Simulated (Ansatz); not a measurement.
## Bands, cutoff and cost in G0W0 for Al2O3 (Corundum)

Aim: see how the G0W0 gap of Al2O3 (Corundum) on PBE moves with empty bands and screening cutoff, and what each rung costs.

Main program and level: Ansatz 0.2.0; G0W0 on PBE, plane waves, PAW.

**1. Set-up**

The structure is trigonal, space group R-3c (No. 167). Conventional cell: a = 4.760 Å, b = 4.760 Å, c = 12.996 Å, α = 90.00°, β = 90.00°, γ = 120.00°. Nearest to Al lie 6 O at 1.85 to 1.97 Å. Nearest to O lie 4 Al at 1.85 to 1.97 Å. Farther neighbours and most contacts between anions are not listed.

The cell and positions come from the Crystallography Open Database and are kept as given unless a step says otherwise. The default PAW set here is soft_2. Its files were made with PBE.

**2. 125 empty bands, screening to 75 eV**

G0W0 replaces the xc potential by the self-energy, built once from these orbitals. Only a window of levels is corrected, while the sums run over the empty bands that the input names.

Input file input.yaml:

```yaml
crystal:
  lattice:
    - [2.38025, 1.3742379782, 4.3318666667]
    - [-2.38025, 1.3742379782, 4.3318666667]
    - [0.0, -2.7484759565, 4.3318666667]
  atoms:
    - { symbol: Al, position: [0.35216, 0.35216, 0.35216] }
    - { symbol: Al, position: [0.14784, 0.14784, 0.14784] }
    - { symbol: Al, position: [0.64784, 0.64784, 0.64784] }
    - { symbol: Al, position: [0.85216, 0.85216, 0.85216] }
    - { symbol: O, position: [0.55668, 0.94332, 0.25] }
    - { symbol: O, position: [0.25, 0.55668, 0.94332] }
    - { symbol: O, position: [0.94332, 0.25, 0.55668] }
    - { symbol: O, position: [0.44332, 0.05668, 0.75] }
    - { symbol: O, position: [0.75, 0.44332, 0.05668] }
    - { symbol: O, position: [0.05668, 0.75, 0.44332] }
kpoints:
  mp_grid: { grid: [4, 4, 4] }
hamiltonian:
  xc: pbe
scf:
  occupations: { method: fixed }
gw:
  n_empty_bands: 125
  ecut_chi: 75.0
  qp_bands: [v3, c3]
  qp_kpoints: band_edges
  screening: { model: contour_deformation }
```

Started as:

```console
> ansatz run input.yaml --threads 3 --pin off --max-ram 64512MiB --backend cuda --events-out ev --progress --plain --runs-dir out --devices 1 --max-vram 24GiB  # rebuilt from the run's record
```

Numbers of over 12 decimals in the logs are rounded to 6 here.

What it wrote:

```text
GPUs: using 1 of 1 available (devices: 1).
Engine: ansatz 0.2.0, x86_64-unknown-linux-gnu
Pseudopotentials: kind: paw
Pseudopotential: Al, paw, valence charge 3, recommended cutoff 420 eV (normal), Al.paw.azcp
Pseudopotential: O, paw, valence charge 6, recommended cutoff 420 eV (normal), O.paw.azcp
Functional definition: PBE
  parameter kappa = 0.804
  parameter beta = 0.066725
  exchange = pbe_x(kappa = kappa, mu = beta*pi^2/3)
  correlation = pbe_c(beta = beta)
device memory: the entry about to start is reckoned to put 1.7 GiB on a device that reports 71.5 GiB free (of which the cap on the GPU budget leaves the run 24.0 GiB)
GPU FFT provider: cuFFT
GPU libraries: cuBLAS 13.8.1, cuFFT 12.4.0, cuSOLVER 12.3.2
Crystal: 10 atoms, lattice volume = 85.018 Å³
Basis set: ecut = 420 eV, 1653 PW (Γ)
Bands: 34, of which v1, the nominal top of the filled ones, is band 24 counted from 1 (23 counted from 0)
Symmetry: 12 space group operations
Space group: R-3c (ITA 167), of the structure as read, at distance tolerance 4.4e-5 Å
k-points: 13 of 64
Non-local potential: Al, projectors of the file, l = 0: 2, l = 1: 2, l = 2: 1
Non-local potential: O, projectors of the file, l = 0: 2, l = 1: 2, l = 2: 1
PAW form: soft (Blöchl's): semilocal exchange-correlation on the pseudo side does not see the compensation charge
PAW one-centre angular grid: Al, 110 points (default); XC on 64 Gauss nodes
PAW one-centre angular grid: O, 110 points (default); XC on 64 Gauss nodes
Initial density: superposition of atomic densities (neutral atoms: chi_scale 0, normalization atom), corrected by the library's trained network
Initial wavefunctions: pseudopotential atomic-orbital guess
GPU buffer pool allocated for 46656 grid points (all kernels)
GPU transforms: local potential and band sums: pruned to the plane-wave sphere, on 36×36×36
Functional: x = pbe(κ = 0.804, μ = 0.219515), c = pbe(β = 0.066725)
SCF iter   1: F=—  HF=-5569.548618 eV  |F-HF|=—  |Δ(HF+E_count)|=         —  Δρ=1.69e-3  dr2=1.16e-3  ethr=1.77e-3  ⟨swp⟩=5.3  Hψ=1777  notcnv=0  defer=87
preconditioner: auto → Resta (q_TF=auto, 2.480 Å⁻¹)  ε∞=3.5  [insulator: Δε(μ)=6.209 eV  Ē_g=17.621 eV  n_scr=20 (ndim 8)  ℏωp=27.9 eV  f_vac=0.000  ε∞_Penn≈3.5]
SCF iter   2: F=—  HF=-5569.550190 eV  |F-HF|=—  |Δ(HF+E_count)|=   1.57e-3  Δρ=8.67e-4  dr2=2.49e-4  ethr=2.42e-6  ⟨swp⟩=2.1  Hψ=885  notcnv=0  defer=104
SCF iter   3: F=—  HF=-5569.550790 eV  |F-HF|=—  |Δ(HF+E_count)|=   6.00e-4  Δρ=2.46e-4  dr2=2.78e-5  ethr=5.20e-7  ⟨swp⟩=2.0  Hψ=656  notcnv=0  defer=104
SCF iter   4: F=—  HF=-5569.550832 eV  |F-HF|=—  |Δ(HF+E_count)|=   4.24e-5  Δρ=4.77e-5  dr2=1.01e-6  ethr=5.79e-8  ⟨swp⟩=2.0  Hψ=628  notcnv=0  defer=88
iter 5 did not close the SCF: its close was put off for the readings that it lacked (scf_convergence_deferred on its scf_iter line)
SCF iter   5: F=-5569.550833 eV  HF=-5569.550833 eV  |F-HF|=1.08e-8  |Δ(HF+E_count)|=   1.09e-6  Δρ=9.38e-6  dr2=3.27e-8  ethr=2.10e-9  ⟨swp⟩=2.0  Hψ=704  notcnv=0  defer=90
SCF iter   6: F=-5569.550833 eV  HF=-5569.550833 eV  |F-HF|=1.32e-9  |Δ(HF+E_count)|=   2.51e-9  Δρ=2.09e-6  dr2=2.10e-9  ethr=6.81e-11  ⟨swp⟩=10.0  Hψ=2376  notcnv=0
SCF 1 converged in 6 iterations: F = -5569.550833 eV  dr2 = 2.10e-9
  greatest PAW one-centre occupation: 0.859 electrons in one spin orbital (limit 2), on the O atom at site 9 (counted from 0), in its partial waves of l = 0
device memory: the entry about to start is reckoned to put 2.3 GiB on a device that reports 71.0 GiB free (of which the cap on the GPU budget leaves the run 24.0 GiB)
NSCF: frozen V_eff on 13 k-points
the band table was solved once the SCF had ended and its energy, with any forces and stress, was formed, with the checks that follow a solve (1789 applications of the Hamiltonian). They found nothing against the state; the energy, forces and stress were not computed again (output.eigenvalues in the input reference)
device memory: the entry about to start is reckoned to put 3.8 GiB on a device that reports 70.8 GiB free (of which the cap on the GPU budget leaves the run 24.0 GiB)
NSCF: frozen V_eff on 13 k-points
G₀W₀ screening: q 1/13
[... further progress lines ...]
device memory: the entry about to start is reckoned to put 0.5 GiB on a device that reports 73.9 GiB free (of which the cap on the GPU budget leaves the run 24.0 GiB)
NSCF: frozen V_eff on 1 k-points
device memory: the entry about to start is reckoned to put 0.5 GiB on a device that reports 73.9 GiB free (of which the cap on the GPU budget leaves the run 24.0 GiB)
NSCF: frozen V_eff on 1 k-points
device memory: the entry about to start is reckoned to put 0.5 GiB on a device that reports 73.9 GiB free (of which the cap on the GPU budget leaves the run 24.0 GiB)
NSCF: frozen V_eff on 1 k-points
SCF converged after 6 iterations
Free energy (F): -5569.550833 eV
Harris-Foulkes:  -5569.550833 eV  (|F-HF|=1.32e-9)
Internal energy: -5569.550833 eV  (E = F + TS)
E sigma→0 (E₀):  -5569.550833 eV
Fermi energy:    7.750965 eV
--- Per-component energies (eV) ---
  E_band       = 66.968517
  E_kinetic    = 1184.755987
  E_local      = -1979.100557  (includes V_loc(G=0)·N_el)
  E_nonlocal   = 324.570045
  E_hartree    = 734.071986
  E_xc         = -613.960366
  E_vxc        = -697.572498  (∫ρ·V_xc dr)
  E_paw        = -2822.172533  (= ΣΔE_a)
  E_vpaw       = -233.842790  (= ΣTr[D̂ρ^β])
  E_aug_tail   = 0.015174  (compensation charges beyond the density's cutoff)
  E_ewald      = -2397.730569
  E_smearing   = -0.000000  (= −TS)
  E_closure    = 0.000000  (closes the sum)
  Σ components = -5569.550833   (vs F -5569.550833, Δ=0.00e0)
--- Band table (eV; the first three rows and the last of 13) ---
  k-point 0: bands = [... 20 lower, 7.2534, 7.7066, 7.7066, 7.7510, 13.9678, 16.9106, 18.5127, 19.2898, ... 6 higher]
  k-point 1: bands = [... 20 lower, 6.9864, 7.3014, 7.5967, 7.6382, 15.2220, 17.8162, 17.9062, 18.5498, ... 6 higher]
  k-point 2: bands = [... 20 lower, 6.8416, 6.8416, 7.4771, 7.4771, 17.2217, 17.2217, 17.4052, 17.4052, ... 6 higher]
  k-point 12: bands = [... 20 lower, 7.3684, 7.3684, 7.3684, 7.3684, 16.4293, 16.4293, 18.8590, 18.8590, ... 6 higher]
--- G₀W₀: contour deformation, 5 samples at zero and on the imaginary axis and 2 off it, 64 q-points, 125 empty bands' worth ---
  eigenvalues of the whole cell's RPA ε∞ on this k-mesh (on a slab, of 1 + 4πα/V) = 3.1058, 3.1380, 3.1380; static W/v taken at q = 0 is 0.319709
  bands read: the sum over 149 bands ends inside a degenerate multiplet in 3 slots, whose members it reads at an even weight; the widest, k=12: bands 147 to 150 (counted from 1) at 3/4 each
  gw.qp_kpoints: band_edges: 11 of 13 stored k-points solved, in 1 pass; an edge of the gap read off the rows below is read off those points alone
    valence top: of the k-points left out ik 10 came nearest to being solved in a further pass, in band 24 (counted from 1, as in the quasiparticle table): it holds the edge there only if its correction is more favourable than any solved in that band by at least 0.513 eV; those differ by 0.160 eV
    conduction bottom: of the k-points left out ik 10 came nearest to being solved in a further pass, in band 25 (counted from 1, as in the quasiparticle table): it holds the edge there only if its correction is more favourable than any solved in that band by at least 2.760 eV; those differ by 0.415 eV
    ik  band        ε_KS         Σx   Σc(E_QP)       V_xc       Z   E_QP_lin       E_QP  E_QP is
     0    22      7.7066   -26.9900     4.6218   -21.3928  0.8131     6.7249     6.7313  root
     0    23      7.7066   -26.9900     4.6218   -21.3928  0.8131     6.7249     6.7313  root
     0    24      7.7510   -26.9138     4.5803   -21.3873  0.8134     6.7988     6.8048  root
     0    25     13.9678   -11.3835    -3.8310   -16.6328  0.8555    15.3955    15.3861  root
     0    26     16.9106    -7.9116    -4.1849   -13.5347  0.8578    18.3598    18.3488  root
     0    27     18.5127   -10.0280    -4.3306   -16.4078  0.8482    20.5871    20.5618  root
     1    22      7.3014   -26.5359     4.7162   -20.7076  0.8103     6.1804     6.1893  root
     1    23      7.5967   -26.8143     4.6610   -21.1261  0.8121     6.5623     6.5695  root
     1    24      7.6382   -26.8054     4.6412   -21.1611  0.8123     6.6283     6.6351  root
     1    25     15.2220   -11.9853    -3.8104   -17.4196  0.8487    16.8592    16.8460  root
     1    26     17.8162    -9.4428    -4.2428   -15.5046  0.8519    19.6540    19.6352  root
     1    27     17.9062    -8.6801    -4.2260   -14.5585  0.8508    19.5744    19.5586  root
     2    22      6.8416   -26.1453     4.7908   -20.1231  0.8083     5.5986     5.6101  root
     2    23      7.4771   -26.6211     4.7061   -20.8352  0.8108     6.3891     6.3974  root
     2    24      7.4771   -26.6211     4.7061   -20.8352  0.8108     6.3891     6.3974  root
     2    25     17.2217   -10.6074    -4.1197   -16.4907  0.8444    19.0035    18.9853  root
     2    26     17.2217   -10.6074    -4.1197   -16.4907  0.8444    19.0035    18.9853  root
     2    27     17.4052    -9.2525    -4.2204   -15.1779  0.8532    19.1264    19.1103  root
     3    22      7.1554   -26.3637     4.7755   -20.4132  0.8089     5.9703     5.9805  root
     3    23      7.4871   -26.6781     4.6292   -21.0193  0.8123     6.4502     6.4575  root
     3    24      7.5835   -26.8318     4.6602   -21.1425  0.8121     6.5471     6.5544  root
     3    25     15.4852   -11.9691    -3.8346   -17.4618  0.8476    17.1573    17.1432  root
     3    26     17.8853    -9.5193    -4.2478   -15.6005  0.8515    19.7378    19.7187  root
     3    27     17.9292    -8.6835    -4.2174   -14.5400  0.8499    19.5841    19.5683  root
[...]
9    26     17.2598   -11.6040    -4.1664   -17.6914  0.8422    19.2028    19.1809  root
     9    27     17.5566    -7.6726    -4.1416   -13.3048  0.8544    19.0597    19.0473  root
    12    22      7.3684   -26.7487     4.6922   -20.9898  0.8114     6.2937     6.3017  root
    12    23      7.3684   -26.7487     4.6922   -20.9898  0.8114     6.2937     6.3017  root
    12    24      7.3684   -26.7487     4.6922   -20.9898  0.8114     6.2937     6.3017  root
    12    25     16.4293   -10.5419    -4.0544   -16.2397  0.8481    18.0876    18.0727  root
    12    26     16.4293   -10.5419    -4.0544   -16.2397  0.8481    18.0876    18.0727  root
    12    27     18.8590    -7.1141    -4.3482   -13.0268  0.8570    20.4378    20.4236  root
```

The job ended after 6.5 s (1 × NVIDIA H100 80GB HBM3 (shared by 3 runs) with 3 threads of AMD EPYC 7R13 (Zen 3), shared host; peak memory 1.2 GiB).

This step gave:

```yaml
bands_summed: 149
rpa_eps_infinity_on_this_mesh_eigenvalues: 3.106, 3.138, 3.138
plane_waves_in_the_screening_matrix: 121
q_points_in_the_mesh: 64
g0w0_gap_on_the_mesh: 8.581 eV
k_of_the_valence_top: 0, 0, 0
k_of_the_conduction_bottom: 0, 0, 0
starting_gap_on_the_mesh: 6.217 eV
z_at_the_valence_top: 0.8134
z_at_the_conduction_bottom: 0.8555
least_direct_g0w0_gap_on_the_computed_points: 8.581 eV
```

The gap on the mesh goes from 6.22 eV to 8.58 eV, a correction of +2.36 eV. Between the two edge states, bare exchange in place of the xc potential would open the gap by 10.78 eV, and correlation takes back 8.41 eV.

**3. 354 empty bands, screening to 150 eV**

Bands and screening cutoff are moved together, since each hides the error of the other.

input.yaml: that of step 2 with these lines changed.

```diff
@@ -23,4 +23,4 @@
 gw:
-  n_empty_bands: 125
-  ecut_chi: 75.0
+  n_empty_bands: 354
+  ecut_chi: 150.0
   qp_bands: [v3, c3]
```

What it wrote:

```text
GPUs: using 1 of 1 available (devices: 1).
[...]
GPU FFT provider: cuFFT
GPU libraries: cuBLAS 13.8.1, cuFFT 12.4.0, cuSOLVER 12.3.2
Crystal: 10 atoms, lattice volume = 85.018 Å³
Basis set: ecut = 420 eV, 1653 PW (Γ)
Bands: 34, of which v1, the nominal top of the filled ones, is band 24 counted from 1 (23 counted from 0)
[... 1 set-up line as in the run before ...]
[...]
k-points: 13 of 64
[...]
GPU buffer pool allocated for 46656 grid points (all kernels)
[...]
SCF iter   1: F=—  HF=-5569.548618 eV  |F-HF|=—  |Δ(HF+E_count)|=         —  Δρ=1.69e-3  dr2=1.16e-3  ethr=1.77e-3  ⟨swp⟩=5.3  Hψ=1777  notcnv=0  defer=87
[...]
SCF iter   6: F=-5569.550833 eV  HF=-5569.550833 eV  |F-HF|=1.32e-9  |Δ(HF+E_count)|=   2.51e-9  Δρ=2.09e-6  dr2=2.10e-9  ethr=6.81e-11  ⟨swp⟩=10.0  Hψ=2376  notcnv=0
SCF 1 converged in 6 iterations: F = -5569.550833 eV  dr2 = 2.10e-9
[...]
NSCF: frozen V_eff on 13 k-points
[...]
G₀W₀ screening: q 1/13
[... further progress lines ...]
[...]
SCF converged after 6 iterations
Free energy (F): -5569.550833 eV
[...]
Internal energy: -5569.550833 eV  (E = F + TS)
E sigma→0 (E₀):  -5569.550833 eV
Fermi energy:    7.750965 eV
[...]
--- Band table (eV; the first three rows and the last of 13) ---
  k-point 0: bands = [... 20 lower, 7.2534, 7.7066, 7.7066, 7.7510, 13.9678, 16.9106, 18.5127, 19.2898, ... 6 higher]
  k-point 1: bands = [... 20 lower, 6.9864, 7.3014, 7.5967, 7.6382, 15.2220, 17.8162, 17.9062, 18.5498, ... 6 higher]
  k-point 2: bands = [... 20 lower, 6.8416, 6.8416, 7.4771, 7.4771, 17.2217, 17.2217, 17.4052, 17.4052, ... 6 higher]
  k-point 12: bands = [... 20 lower, 7.3684, 7.3684, 7.3684, 7.3684, 16.4293, 16.4293, 18.8590, 18.8590, ... 6 higher]
[...]
0    22      7.7066   -26.9900     4.2029   -21.3928  0.8070     6.2994     6.3123  root
     0    23      7.7066   -26.9900     4.2029   -21.3928  0.8070     6.2994     6.3123  root
     0    24      7.7510   -26.9138     4.1499   -21.3873  0.8077     6.3619     6.3744  root
     0    25     13.9678   -11.3835    -3.9311   -16.6328  0.8504    15.2936    15.2860  root
     0    26     16.9106    -7.9116    -4.3736   -13.5347  0.8556    18.1681    18.1601  root
     0    27     18.5127   -10.0280    -4.6220   -16.4078  0.8458    20.2882    20.2705  root
     1    22      7.3014   -26.5359     4.3385   -20.7076  0.8045     5.7957     5.8116  root
     1    23      7.5967   -26.8143     4.2568   -21.1261  0.8061     6.1512     6.1653  root
[...]
12    24      7.3684   -26.7487     4.2949   -20.9898  0.8056     5.8894     5.9044  root
    12    25     16.4293   -10.5419    -4.2579   -16.2397  0.8439    17.8801    17.8692  root
    12    26     16.4293   -10.5419    -4.2579   -16.2397  0.8439    17.8801    17.8692  root
    12    27     18.8590    -7.1141    -4.5791   -13.0268  0.8560    20.2026    20.1926  root
```

Run time: 19 s. Hardware: 1 × NVIDIA H100 80GB HBM3 (shared by 3 runs) with 3 threads; peak memory 1.5 GiB; 29 s of CPU time.

This step gave:

```yaml
bands_summed: 378
rpa_eps_infinity_on_this_mesh_eigenvalues: 3.063, 3.091, 3.091
plane_waves_in_the_screening_matrix: 339
q_points_in_the_mesh: 64
g0w0_gap_on_the_mesh: 8.912 eV
k_of_the_valence_top: 0, 0, 0
k_of_the_conduction_bottom: 0, 0, 0
starting_gap_on_the_mesh: 6.217 eV
z_at_the_valence_top: 0.8077
z_at_the_conduction_bottom: 0.8504
least_direct_g0w0_gap_on_the_computed_points: 8.912 eV
```

Against the run with 4×4×4 mesh, 125 empty bands, screening to 75 eV, the gap moves by +0.33 eV.

**4. Changing the frequency model: 4×4×4 mesh, 354 empty bands, screening to 150 eV, plasmon pole**

A plasmon pole stands in for the full frequency dependence of the screening; this run shows what that costs in accuracy.

input.yaml: that of step 3 with these lines changed.

```diff
@@ -27,2 +27,2 @@
   qp_kpoints: band_edges
-  screening: { model: contour_deformation }
+  screening: { model: godby_needs }
```

What it wrote:

```text
GPUs: using 1 of 1 available (devices: 1).
[...]
GPU FFT provider: cuFFT
GPU libraries: cuBLAS 13.8.1, cuFFT 12.4.0, cuSOLVER 12.3.2
Crystal: 10 atoms, lattice volume = 85.018 Å³
Basis set: ecut = 420 eV, 1653 PW (Γ)
Bands: 34, of which v1, the nominal top of the filled ones, is band 24 counted from 1 (23 counted from 0)
[... 1 set-up line as in the run before ...]
[...]
k-points: 13 of 64
[...]
1    23      7.5967   -26.8143     4.3236   -21.1261  0.8121     6.2230     6.2320  root
[...]
12    24      7.3684   -26.7487     4.3604   -20.9898  0.8118     5.9600     5.9699  root
    12    25     16.4293   -10.5419    -4.2228   -16.2397  0.8484    17.9127    17.9043  root
    12    26     16.4293   -10.5419    -4.2228   -16.2397  0.8484    17.9127    17.9043  root
    12    27     18.8590    -7.1141    -4.5406   -13.0268  0.8616    20.2385    20.2311  root
[key lines of the parts left out:]
SCF converged after 6 iterations
Free energy (F): -5569.550833 eV
Fermi energy:    7.750965 eV
```

The job ended after 20 s (1 × NVIDIA H100 80GB HBM3 (shared by 3 runs) with 3 threads; peak memory 2.3 GiB).

Numbers from this step:

| Item | Value |
| --- | --- |
| bands summed | 378 |
| plasmon-pole fit frequency | 27.90 eV |
| RPA ε∞ on this mesh (eigenvalues) | 3.063, 3.091, 3.091 |
| plane waves in the screening matrix | 339 |
| G0W0 gap on the mesh | 8.867 eV |
| k of the valence top | 0, 0, 0 |
| k of the conduction bottom | 0, 0, 0 |
| starting gap on the mesh | 6.217 eV |
| least direct G0W0 gap on the computed points | 8.867 eV |

Against the run with 4×4×4 mesh, 354 empty bands, screening to 150 eV, the gap moves by −0.05 eV.

**5. The runs together**

Times are wall times on 1 × NVIDIA H100 80GB HBM3 (shared by 3 runs) with 3 threads of AMD EPYC 7R13 (Zen 3), shared host, good to a factor of about two.

```tsv
mesh	files	frequency	bands summed	cutoff (eV)	start (eV)	G0W0 (eV)	time	host memory (GiB)
4×4×4	default PAW	contour deformation	149	75	6.217	8.581	6.5 s	1.2
4×4×4	default PAW	contour deformation	378	150	6.217	8.912	19 s	1.5
4×4×4	default PAW	plasmon pole	378	150	6.217	8.867	20 s	2.3
```

The parts of the quasiparticle energy at the two band edges (eV; QP = start + Σx + Σc − Vxc):

```tsv
run	edge	start	Σx	Σc	Vxc	Z	QP
149 bands	valence top	7.75	-26.91	4.58	-21.39	0.81	6.80
149 bands	conduction bottom	13.97	-11.38	-3.83	-16.63	0.86	15.39
378 bands	valence top	7.75	-26.91	4.15	-21.39	0.81	6.37
378 bands	conduction bottom	13.97	-11.38	-3.93	-16.63	0.85	15.29
```

**6. Summary of results**

- 149 bands, 75 eV: 8.581 eV
- 378 bands, 150 eV: 8.912 eV
- estimated limit in bands and cutoff: 9.13 eV
- mesh and start: 4×4×4, PBE

A line in one over the bands through the two rungs gives 9.13 eV, +0.21 eV from the top rung; with two points alone it is an unchecked estimate. The rungs stand 0.55 eV (149 bands) and 0.21 eV (378 bands) from it. From 149 to 378 bands the gap moves by +0.33 eV while the time grows 2.9-fold. Σc changes by −0.43 eV at the valence top and −0.10 eV at the conduction bottom, so the valence edge carries most of the change. The plasmon-pole model gives −0.05 eV against contour deformation, 2 % of the correction, and saved no time in this program.

[Paths, hosts, dates, memory and timing lines, banners, echoed tables and standing remarks are left out of the program output.]

[Logs are printed without paths, hosts, clocks, repeated set-up lines and the standing remarks that a program may print on its own settings, such as how far it seeks lower states.]

[Runs of the session that timed out or met a known fault of the program may be left out.]

[Cells called generated may have been cut or substituted from an entry of the Crystallography Open Database or the Materials Project.]

[Hosts, paths, dates, database ids (printed as entryN), source tags and the programs' standing remarks are cut or masked in the printed files.]
